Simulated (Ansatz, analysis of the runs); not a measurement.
# A homologous series of junctions, from (CH2)3 chain with direct metal-carbon ends, between Au (111) faces with adatoms, part 4 of 4

Wanted: G and thermopower along the series, and a fit against length.

Ansatz 0.2.0; DFT PBE, plane waves, PAW; relaxation of a junction, electrodes held but for their tips (the session's first sound run).

So far, conductance of the junction (G₀): step 3 (transmission between the leads, 83 atoms, molecule alkane C3, direct …) 0.484; step 6 (transmission between the leads, 89 atoms, molecule alkane C5, direct …) 0.185.

**8. Relaxation of the scattering region, 95 atoms, molecule alkane C7, direct metal-carbon ends, units 7**

This step: DFT PBE, plane waves, PAW; relaxation of a junction, electrodes held but for their tips (Ansatz 0.2.0).

System of this step: (CH2)7 chain with direct metal-carbon ends, between Au (111) faces with adatoms. The cell holds 95 atoms: 74 Au, 7 C and 14 H. Its edges and angles: a = 8.825 Å, b = 8.825 Å, c = 31.513 Å, α = 90.0°, β = 90.0°, γ = 60.0°. Electrodes: Au (111) 3x3 face with an adatom; the apex atoms were set 10.233 Å apart; the free molecule is CCCCCCC. Regions: lower lead, 37 atoms (37 Au); bridge, 21 atoms (7 C and 14 H); upper lead, 37 atoms (37 Au). The structure is stacked along c, and the current runs across the ab planes.

The bridge and the electrodes' tips relax, while 72 atoms stay at the lead's spacing, so that the ends still repeat as a lead.

Contents of input.yaml:

```yaml
crystal:
  lattice:
    - [8.8246926292, 0.0, 0.0]
    - [4.4123463146, 7.6424079975, 0.0]
    - [0.0, 0.0, 31.512967938]
  atoms:
    - { symbol: Au, position: [0.722222222, 0.722222222, 0.0] }
    - { symbol: Au, position: [0.722222222, 0.055555556, 0.0] }
    - { symbol: Au, position: [0.722222222, 0.388888889, 0.0] }
    - { symbol: Au, position: [0.055555556, 0.722222222, 0.0] }
    - { symbol: Au, position: [0.055555556, 0.055555556, 0.0] }
    - { symbol: Au, position: [0.055555556, 0.388888889, 0.0] }
    - { symbol: Au, position: [0.388888889, 0.722222222, 0.0] }
    - { symbol: Au, position: [0.388888889, 0.055555556, 0.0] }
    - { symbol: Au, position: [0.388888889, 0.388888889, 0.0] }
    - { symbol: Au, position: [0.833333333, 0.833333333, 0.076215516] }
    - { symbol: Au, position: [0.833333333, 0.166666667, 0.076215516] }
    - { symbol: Au, position: [0.833333333, 0.5, 0.076215516] }
    - { symbol: Au, position: [0.166666667, 0.833333333, 0.076215516] }
    - { symbol: Au, position: [0.166666667, 0.166666667, 0.076215516] }
    - { symbol: Au, position: [0.166666667, 0.5, 0.076215516] }
    - { symbol: Au, position: [0.5, 0.833333333, 0.076215516] }
    - { symbol: Au, position: [0.5, 0.166666667, 0.076215516] }
    - { symbol: Au, position: [0.5, 0.5, 0.076215516] }
    - { symbol: Au, position: [0.944444444, 0.944444444, 0.152431032] }
    - { symbol: Au, position: [0.944444444, 0.277777778, 0.152431032] }
    - { symbol: Au, position: [0.944444444, 0.611111111, 0.152431032] }
    - { symbol: Au, position: [0.277777778, 0.944444444, 0.152431032] }
    - { symbol: Au, position: [0.277777778, 0.277777778, 0.152431032] }
    - { symbol: Au, position: [0.277777778, 0.611111111, 0.152431032] }
    - { symbol: Au, position: [0.611111111, 0.944444444, 0.152431032] }
    - { symbol: Au, position: [0.611111111, 0.277777778, 0.152431032] }
    - { symbol: Au, position: [0.611111111, 0.611111111, 0.152431032] }
    - { symbol: Au, position: [0.055555556, 0.055555556, 0.228646549] }
    - { symbol: Au, position: [0.055555556, 0.388888889, 0.228646549] }
    - { symbol: Au, position: [0.055555556, 0.722222222, 0.228646549] }
[... 59 atom lines left out ...]
    - { symbol: Au, position: [0.944444444, 0.611111111, 0.923784484] }
    - { symbol: Au, position: [0.944444444, 0.944444444, 0.923784484] }
    - { symbol: Au, position: [0.944444444, 0.277777778, 0.923784484] }
    - { symbol: Au, position: [0.277777778, 0.611111111, 0.923784484] }
    - { symbol: Au, position: [0.277777778, 0.944444444, 0.923784484] }
    - { symbol: Au, position: [0.277777778, 0.277777778, 0.923784484] }
kpoints:
  mp_grid: { grid: [2, 2, 1] }
scf:
  occupations: { method: fermi_dirac, width: 0.1 }
hamiltonian:
  xc: pbe
relax:
  constraints:
    - { sites: [0, 1, 2, 3, 4, 5, 6, 7, 8, 9, 10, 11, 12, 13, 14, 15, 16, 17, 18, 19, 20, 21, 22, 23, 24, 25, 26, 27, 28, 29, 30, 31, 32, 33, 34, 35, 59, 60, 61, 62, 63, 64, 65, 66, 67, 68, 69, 70, 71, 72, 73, 74, 75, 76, 77, 78, 79, 80, 81, 82, 83, 84, 85, 86, 87, 88, 89, 90, 91, 92, 93, 94] }
  f_tol: 0.05
  max_steps: 35
```

Started as:

```bash
$ ansatz run input.yaml --threads 16 --pin off --max-ram 61440MiB --backend cuda --events-out ev --progress --plain --runs-dir out --max-vram 78GiB
```

Numbers of over 12 decimals in the logs are rounded to 6 here.

Output:

```text
[...]
Crystal: 95 atoms, lattice volume = 2125.294 Å³
Basis set: ecut = 420 eV, 41607 PW (Γ), exchange–correlation on 120×120×432 points (8 copies of the dense FFT grid, shifted against one another)
Bands: 869, of which v1, the nominal top of the filled ones, is band 724 counted from 1 (723 counted from 0)
Symmetry: 1 space group operations
[...]
k-points: 4
[...]
- { symbol: H, position: [0.706325, 0.274134, 0.569869] }
    - { symbol: Au, position: [0.501612, 0.498928, 0.625379] }
    - { symbol: Au, position: [0.277778, 0.277777778, 0.695137935] }
    - { symbol: Au, position: [0.277778, 0.611111111, 0.695137935] }
    - { symbol: Au, position: [0.277778, 0.944444, 0.695137935] }
    - { symbol: Au, position: [0.611111111, 0.277777778, 0.695137935] }
[...]
- { symbol: Au, position: [0.944444, 0.277777778, 0.923784] }
    - { symbol: Au, position: [0.277778, 0.611111111, 0.923784] }
    - { symbol: Au, position: [0.277778, 0.944444, 0.923784] }
    - { symbol: Au, position: [0.277778, 0.277777778, 0.923784] }
```

It took 29 s on 1 × NVIDIA GB200 with 16 threads of Arm Neoverse V2, shared host; peak memory 1.8 GiB.

Step by step:

| step | energy less that of the first step (eV) | largest force component (eV/Å) |
| --- | --- | --- |
| 1 | 0.0000 | 0.6184 |
| 2 | -0.0593 | 0.3195 |
| 3 | -0.0747 | 0.1723 |
| 4 | -0.0790 | 0.0907 |
| 5 | -0.0816 | 0.0816 |
| 6 | -0.0838 | 0.0853 |
| 7 | -0.0853 | 0.0732 |
| 8 | -0.0877 | 0.0808 |
| 9 | -0.0886 | 0.1026 |
| 10 | -0.0894 | 0.0792 |
| 11 | -0.0905 | 0.0395 |
| 12 | -0.0905 | 0.0396 |
| 13 | -0.0912 | 0.0283 |
| 14 | -0.0915 | 0.0235 |

The atoms that moved most (Å):

| atom | dx | dy | dz | length |
| --- | --- | --- | --- | --- |
| H52 | 0.197 | 0.598 | -0.106 | 0.638 |
| H55 | 0.034 | 0.606 | -0.197 | 0.638 |
| H58 | -0.563 | -0.055 | -0.280 | 0.631 |
| H51 | 0.511 | 0.343 | 0.018 | 0.615 |
| H56 | 0.407 | 0.243 | 0.110 | 0.487 |
| H57 | -0.118 | -0.468 | -0.003 | 0.482 |
| H46 | 0.156 | 0.405 | -0.016 | 0.434 |
| C41 | 0.268 | 0.339 | -0.042 | 0.434 |

The largest force component on a free atom ends at 0.024 eV/Å, under the limit of 0.05. The apex atoms end 10.30 Å apart, and their nearest bridge atoms lie at 2.07 Å (Au–C) and 2.08 Å (Au–C).

**9. Transmission between the leads, 95 atoms, molecule alkane C7, direct metal-carbon ends, units 7**

This step: DFT PBE, plane waves, PAW; transmission of a junction between electrodes (Ansatz 0.2.0).

The transmission is computed for this geometry in the same way.

Edit input.yaml of step 8 so:

```diff
@@ -44,3 +44,3 @@
 kpoints:
-  mp_grid: { grid: [2, 2, 1] }
+  mp_grid: { grid: [4, 4, 1] }
 scf:
@@ -49,6 +49,7 @@
   xc: pbe
-relax:
-  constraints:
-    - { sites: [0, 1, 2, 3, 4, 5, 6, 7, 8, 9, 10, 11, 12, 13, 14, 15, 16, 17, 18, 19, 20, 21, 22, 23, 24, 25, 26, 27, 28, 29, 30, 31, 32, 33, 34, 35, 59, 60, 61, 62, 63, 64, 65, 66, 67, 68, 69, 70, 71, 72, 73, 74, 75, 76, 77, 78, 79, 80, 81, 82, 83, 84, 85, 86, 87, 88, 89, 90, 91, 92, 93, 94] }
-  f_tol: 0.05
-  max_steps: 35
+output:
+  transmission: { leads: [[86, 0]], e_range: [-0.7, 0.7], de: 0.035, kmesh: [4, 4] }
+  dos: { projected: true, e_range: [-5, 4] }
+  write_potential: true
+  write_density: true
+  volumetric_format: npy
```

Atom lines that are left out differ too.

Output:

```text
[...]
Crystal: 95 atoms, lattice volume = 2125.294 Å³
Basis set: ecut = 420 eV, 41607 PW (Γ)
Bands: 869, of which v1, the nominal top of the filled ones, is band 724 counted from 1 (723 counted from 0)
Symmetry: 1 space group operations
[...]
k-points: 10 of 16 (time reversal used)
[...]
transmission: 480 of 480 steps passed
[...]
SCF converged after 9 iterations
[...]
--- Transmission ---
  basis      : 595 plane waves across, 48 finite elements along
  points     : 10, standing for a mesh of 4 x 4
  on the GPU : 10 of these points
[...]
filled         : 1.0 meV over the level at which it is neutral
    channels       : 7.687500e0 a spin
[...]
junction   : crystal 0 to crystal 0, -0.50 to 28.61 Å
    transmission   : 1.471842e-2 a spin
[...]
resistance     : 4.9626e-1 Ω µm² beyond half of each lead's own
```

Elapsed: 3.1 min, on 1 × NVIDIA GB200 with 16 threads; peak memory 18 GiB; 23 min of CPU time.

Table of transmission, one spin by energy, zero at the Fermi level:

| energy (eV) | transmission, one spin |
| --- | --- |
| -0.700 | 0.0346 |
| -0.630 | 0.0291 |
| -0.560 | 0.0243 |
| -0.490 | 0.0200 |
| -0.420 | 0.0166 |
| -0.350 | 0.0137 |
| -0.315 | 0.0126 |
| -0.245 | 0.0107 |
| -0.175 | 0.00917 |
| -0.105 | 0.00805 |
| -0.035 | 0.00835 |
| 0.000 | 0.0147 |
| 0.035 | 0.0384 |
| 0.105 | 0.00890 |
| 0.175 | 0.00498 |
| 0.245 | 0.00353 |
| 0.315 | 0.00313 |
| 0.350 | 0.00324 |
| 0.420 | 0.0106 |
| 0.455 | 0.115 |
| 0.490 | 0.0151 |
| 0.560 | 0.00245 |
| 0.630 | 0.00180 |
| 0.700 | 0.00152 |

The conductance is 0.0175 G₀; the transmission at the nearest energy alone would give 0.0147 G₀, so T(E) varies within the thermal window. The conductance is 0.095 times that of the last run that gave one. This chain holds gauche bonds, so it is not the stretched conformer. The lead's Hamiltonian steps by 24.9 meV, which the program lets pass, though it counts in the error estimate. The largest term of the program's error estimate is 386 %, from the k-mesh.

**10. The series together**

Times are for 1 × NVIDIA GB200 with 16 threads of Arm Neoverse V2, shared host. Results by setting:

| no. | molecule | units | transmission at the energy nearest the Fermi level, one spin | step of the lead's Hamiltonian (meV) | conductance of the junction (S/m²) | conductance of the junction (G₀) | added resistance times area (Ω um²) | time | memory (GiB) |
| --- | --- | --- | --- | --- | --- | --- | --- | --- | --- |
| 1 | alkane C3, direct metal-carbon ends | 3 | 0.4807 | 23.1 | 5.56e13 | 0.4842 | 0.01684 | 2.6 min | 16 |
| 2 | alkane C5, direct metal-carbon ends | 5 | 0.1906 | 22.6 | 2.13e13 | 0.1850 | 0.04592 | 3.1 min | 16 |
| 3 | alkane C7, direct metal-carbon ends | 7 | 0.01472 | 24.9 | 2.01e12 | 0.01750 | 0.4963 | 3.1 min | 18 |

The runs together. Transmission against energy, zero at the Fermi level:

| energy (eV) | alkane C3, direct metal-carbon ends, 3 | alkane C5, direct metal-carbon ends, 5 | alkane C7, direct metal-carbon ends, 7 |
| --- | --- | --- | --- |
| -0.700 | 0.756 | 0.339 | 0.0346 |
| -0.665 | 0.737 | 0.325 | 0.0317 |
| -0.630 | 0.720 | 0.311 | 0.0291 |
| -0.595 | 0.704 | 0.298 | 0.0266 |
| -0.560 | 0.687 | 0.284 | 0.0243 |
| -0.525 | 0.670 | 0.270 | 0.0221 |
| -0.490 | 0.652 | 0.256 | 0.0200 |
| -0.420 | 0.618 | 0.230 | 0.0166 |
| -0.385 | 0.602 | 0.218 | 0.0151 |
| -0.350 | 0.585 | 0.206 | 0.0137 |
| -0.315 | 0.570 | 0.195 | 0.0126 |
| -0.280 | 0.560 | 0.187 | 0.0116 |
| -0.245 | 0.552 | 0.180 | 0.0107 |
| -0.210 | 0.539 | 0.170 | 0.00988 |
| -0.175 | 0.550 | 0.165 | 0.00917 |
| -0.140 | 0.572 | 0.161 | 0.00853 |
| -0.105 | 0.544 | 0.160 | 0.00805 |
| -0.070 | 0.514 | 0.173 | 0.00774 |
| -0.035 | 0.495 | 0.197 | 0.00835 |
| 0.000 | 0.481 | 0.191 | 0.0147 |
| 0.035 | 0.468 | 0.179 | 0.0384 |
| 0.070 | 0.464 | 0.178 | 0.0169 |
| 0.105 | 0.445 | 0.172 | 0.00890 |
| 0.140 | 0.435 | 0.168 | 0.00626 |
| 0.175 | 0.418 | 0.151 | 0.00498 |
| 0.210 | 0.380 | 0.124 | 0.00393 |
| 0.245 | 0.379 | 0.107 | 0.00353 |
| 0.280 | 0.391 | 0.0963 | 0.00327 |
| 0.315 | 0.416 | 0.0908 | 0.00313 |
| 0.350 | 0.504 | 0.0925 | 0.00324 |
| 0.385 | 0.671 | 0.128 | 0.00413 |
| 0.420 | 0.447 | 0.357 | 0.0106 |
| 0.490 | 0.349 | 0.406 | 0.0151 |
| 0.525 | 0.384 | 0.358 | 0.00374 |
| 0.560 | 0.482 | 0.180 | 0.00245 |
| 0.595 | 0.600 | 0.110 | 0.00203 |
| 0.630 | 0.554 | 0.0817 | 0.00180 |
| 0.665 | 0.442 | 0.0682 | 0.00164 |
| 0.700 | 0.365 | 0.0602 | 0.00152 |

**11. Landauer integrals, 95 atoms**

This step: Landauer integrals over the computed T(E), interpolated linearly between its energies (analysis of the runs above).

The thermopower is -47.7 μV/K. The Lorenz ratio is 0.65, where the Wiedemann-Franz law gives 1. These values rest on a semilocal level alignment and on the mesh across the current. Moving the level by up to 0.1 eV either way gives -56 to 76 μV/K.

**12. Summary of results**

* conductance, (CH2)3 chain with direct metal-carbon ends: 0.484 G₀
* thermopower, (CH2)3 chain with direct metal-carbon ends: 6.20 μV/K
* conductance, (CH2)5 chain with direct metal-carbon ends: 0.185 G₀ (one error term of 163 %, so a rough value at best)
* thermopower, (CH2)5 chain with direct metal-carbon ends: 1.18 μV/K (rough, as the conductance is)
* conductance, (CH2)7 chain with direct metal-carbon ends: 0.0175 G₀ (one error term of 386 %, so a rough value at best)
* thermopower, (CH2)7 chain with direct metal-carbon ends: -47.7 μV/K (rough, as the conductance is)

**Reading.** In the first junction the transmission at the Fermi level is large, so states of the bridge and its contacts reach the Fermi level; how far they do hangs on a level alignment that a semilocal functional gives only roughly. The mesh of 4 × 4 points across the current is coarse: where the lead's channel count steps, T(E) can show bumps that belong to the mesh. Transport is coherent and elastic here: the atoms are frozen, so scattering by vibrations plays no part. The (CH2)7 chain with direct metal-carbon ends is not all-trans: 1 backbone bond is gauche, so it is another conformer than a stretched chain, and no decay constant is fitted. The free region is short: held atoms still bear up to 0.5 eV/Å after a relaxation. Spin-orbit coupling is left out, which matters for the bands of heavy atoms. One term of the program's error estimate for a conductance, of a junction or of the perfect wire, reaches 386 % in this session.

[Logs are printed without paths, hosts, clocks, repeated set-up lines and the standing remarks that a program may print on its own settings, such as how far it seeks lower states.]

[Hosts, paths, dates, database ids (printed as entryN), source tags and the programs' standing remarks are cut or masked in the printed files.]
